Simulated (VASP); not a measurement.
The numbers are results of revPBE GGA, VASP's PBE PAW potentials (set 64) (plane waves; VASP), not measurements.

A VASP calculation is set up with these files.

File POSCAR:
```
MgF2
1
    4.6221230000     0.0000000000     0.0000000000
    0.0000000000     4.6221230000     0.0000000000
    0.0000000000     0.0000000000     3.0523520000
Mg F
2 4
Direct
  0.5000000000   0.5000000000   0.5000000000
  0.0000000000   0.0000000000   0.0000000000
  0.6970800000   0.6970800000   0.0000000000
  0.3029200000   0.3029200000   0.0000000000
  0.8029200000   0.1970800000   0.5000000000
  0.1970800000   0.8029200000   0.5000000000
```

**INCAR**
```
# general
SYSTEM  =  MgF2
PREC    =  Accurate
ENCUT   =  280
LREAL   =  .FALSE.   # projection in real space or not
LASPH   =  .TRUE.   # aspherical one-centre terms

# electronic loop
EDIFF   =  1E-6
NELM    =  100   # most electronic steps
ALGO    =  Normal   # blocked Davidson

# smearing
ISMEAR  =  -1   # Fermi-Dirac
SIGMA   =  0.5

# functional
GGA     =  RE

# ions
ISIF    =  2

# output
LWAVE   =  .FALSE.
LCHARG  =  .FALSE.
```

KPOINTS:
```
Automatic
0
Gamma
 8 8 8
0.5 0.5 0.5
```

POTCAR, in this order: Mg F (PBE.64 set). Program: vasp_std.

Output of the run:

### OUTCAR
```
 ion  position               nearest neighbor table
   1  0.500  0.500  0.500-   5 1.98   6 1.98   3 2.00   4 2.00   3 2.00   4 2.00   2 3.61   2 3.61
                             2 3.61   2 3.61   2 3.61   2 3.61   2 3.61   2 3.61
   2  0.000  0.000  0.000-   3 1.98   4 1.98   5 2.00   6 2.00   5 2.00   6 2.00   1 3.61   1 3.61
                             1 3.61   1 3.61   1 3.61   1 3.61   1 3.61   1 3.61
   3  0.697  0.697  0.000-   2 1.98   1 2.00   1 2.00
   4  0.303  0.303  0.000-   2 1.98   1 2.00   1 2.00
   5  0.803  0.197  0.500-   1 1.98   2 2.00   2 2.00
   6  0.197  0.803  0.500-   1 1.98   2 2.00   2 2.00
  LATTYP: Found a simple tetragonal cell.
 ALAT       =     4.6221230000
 C/A-ratio  =     0.6603787913
 Subroutine PRICEL returns:
 Original cell was already a primitive cell.
 Subroutine GETGRP returns: Found 16 space group operations
The static configuration has the point symmetry D_2h.
 The point group associated with its full space group is D_4h.
The dynamic configuration has the point symmetry D_2h.
 Subroutine INISYM returns: Found 16 space group operations
 Subroutine IBZKPT returns following result:
 Found     40 irreducible k-points:

 Following reciprocal coordinates:
            Coordinates               Weight
  0.062500  0.062500  0.062500      8.000000
  0.187500  0.062500  0.062500     16.000000
  0.312500  0.062500  0.062500     16.000000
  0.437500  0.062500  0.062500     16.000000
  0.187500  0.187500  0.062500      8.000000
  0.312500  0.187500  0.062500     16.000000
  0.437500  0.187500  0.062500     16.000000
  0.312500  0.312500  0.062500      8.000000
  0.437500  0.312500  0.062500     16.000000
  0.437500  0.437500  0.062500      8.000000
  0.062500  0.062500  0.187500      8.000000
  0.187500  0.062500  0.187500     16.000000
  0.312500  0.062500  0.187500     16.000000
  0.437500  0.062500  0.187500     16.000000
  0.187500  0.187500  0.187500      8.000000
  0.312500  0.187500  0.187500     16.000000
...
```

File OSZICAR:
```
       N       E                     dE             d eps       ncg     rms          rms(c)
DAV:   1     0.124011381267E+03    0.12401E+03   -0.13565E+04  1808   0.914E+02
DAV:   2    -0.268163005899E+02   -0.15083E+03   -0.14759E+03  2056   0.260E+02
DAV:   3    -0.317891988582E+02   -0.49729E+01   -0.49623E+01  1872   0.504E+01
DAV:   4    -0.318106638603E+02   -0.21465E-01   -0.21461E-01  1812   0.361E+00
DAV:   5    -0.318107992422E+02   -0.13538E-03   -0.13538E-03  1860   0.278E-01    0.856E+00
DAV:   6    -0.307070528107E+02    0.11037E+01   -0.24572E+00  1860   0.109E+01    0.515E+00
DAV:   7    -0.306252630348E+02    0.81790E-01   -0.14728E-01  1804   0.262E+00    0.240E+00
DAV:   8    -0.306600805381E+02   -0.34818E-01   -0.54247E-02  1716   0.235E+00    0.128E-01
DAV:   9    -0.306628461782E+02   -0.27656E-02   -0.38628E-03  1872   0.473E-01    0.695E-02
DAV:  10    -0.306630364369E+02   -0.19026E-03   -0.34958E-04  1768   0.143E-01    0.733E-03
DAV:  11    -0.306630417293E+02   -0.52924E-05   -0.23382E-05  1872   0.359E-02    0.107E-02
DAV:  12    -0.306630399698E+02    0.17595E-05   -0.14397E-05  1844   0.277E-02    0.124E-03
DAV:  13    -0.306630400126E+02   -0.42845E-07   -0.17490E-07  1024   0.348E-03
   1 F= -.30663040E+02 E0= -.30661898E+02  d E =-.228381E-02
```

**OUTCAR**
```
------------------------ aborting loop because EDIFF is reached ----------------------------------------
  FORCE on cell =-STRESS in cart. coord.  units (eV):
  Direction    XX          YY          ZZ          XY          YZ          ZX
  --------------------------------------------------------------------------------------
  Total      -40.5356712    -40.5356712    -40.1318943      0.0000000      0.0000000      0.0000000
  in kB     -995.9334941   -995.9334941   -986.0129744      0.0000000      0.0000000      0.0000000
  external PRESSURE =    -992.6266542 kB  Pullay stress =       0.0000000 kB
  volume of cell :       65.21
      direct lattice vectors                 reciprocal lattice vectors
     4.622123000  0.000000000  0.000000000     0.216350798  0.000000000  0.000000000
     0.000000000  4.622123000  0.000000000     0.000000000  0.216350798  0.000000000
     0.000000000  0.000000000  3.052352000     0.000000000  0.000000000  0.327616212
 POSITION                                       TOTAL-FORCE (eV/Angst)
 -----------------------------------------------------------------------------------
      2.31106      2.31106      1.52618        -0.000000      0.000000      0.000000
      0.00000      0.00000      0.00000        -0.000000      0.000000      0.000000
      3.22199      3.22199      0.00000         0.002396      0.002396     -0.000000
      1.40013      1.40013      0.00000        -0.002396     -0.002396      0.000000
      3.71119      0.91093      1.52618        -0.002396      0.002396     -0.000000
      0.91093      3.71119      1.52618         0.002396     -0.002396      0.000000
 -----------------------------------------------------------------------------------
    total drift:                                0.000000     -0.000000     -0.000000
  FREE ENERGIE OF THE ION-ELECTRON SYSTEM (eV)
  ---------------------------------------------------
  free  energy   TOTEN  =       -30.6630400126 eV

  energy  without entropy=      -30.6607562042  energy(sigma->0) =      -30.66189811
```
(Selected blocks of OUTCAR.)

OUTCAR:
```
 val. band max:       -1.3064665020   @ k =   0.0625   0.0625   0.0625

 cond. band min:       6.4924711816   @ k =   0.0625   0.0625   0.0625


 Fermi energy:         3.4151280817

 k-point     1 :       0.0625    0.0625    0.0625
  band No.  band energies     occupation
      1     -22.1781      2.00000
      2     -21.4664      2.00000
      3     -21.4471      2.00000
      4     -21.4013      2.00000
      5      -5.2458      2.00000
      6      -3.6625      2.00000
      7      -3.5369      2.00000
      8      -3.3915      2.00000
      9      -3.2563      2.00000
     10      -3.0427      2.00000
     11      -2.5426      1.99999
     12      -2.5419      1.99999
     13      -2.0376      1.99996
     14      -1.6845      1.99993
     15      -1.6585      1.99992
     16      -1.3065      1.99984
     17       6.4925      0.00424
     18      11.5187      0.00000
     19      11.5412      0.00000
     20      13.1647      0.00000

 k-point     2 :       0.1875    0.0625    0.0625
  band No.  band energies     occupation
      1     -22.1324      2.00000
      2     -21.5414      2.00000
      3     -21.4389      2.00000
      4     -21.3668      2.00000
      5      -5.1342      2.00000
      6      -3.7965      2.00000
      7      -3.6376      2.00000
      8      -3.2794      2.00000
      9      -3.1042      2.00000
     10      -2.8282      1.99999
     11      -2.6004      1.99999
     12      -2.4984      1.99999
     13      -2.1540      1.99997
     14      -1.8325      1.99994
     15      -1.6732      1.99992
     16      -1.3782      1.99986
     17       6.8511      0.00207
     18      11.0147      0.00000
     19      11.7361      0.00000
     20      13.2674      0.00000

 k-point     3 :       0.3125    0.0625    0.0625
  band No.  band energies     occupation
      1     -22.0471      2.00000
      2     -21.6792      2.00000
      3     -21.4098      2.00000
      4     -21.3698      2.00000
      5      -4.9455      2.00000
...
```

At this cut-off the stress carries a Pulay error, which pulls relaxed volumes low.

The structure comes from a computed database's MgF2 entry; how it stands against other phases isn't given here. The cell was not relaxed at this level. The run is one of a series of settings (ENCUT = 280, ISMEAR = -1, SIGMA = 0.5, KPOINTS 8×8×8 Γ-centred mesh shifted by (0.5, 0.5, 0.5) against the base run), some of them coarse on purpose.
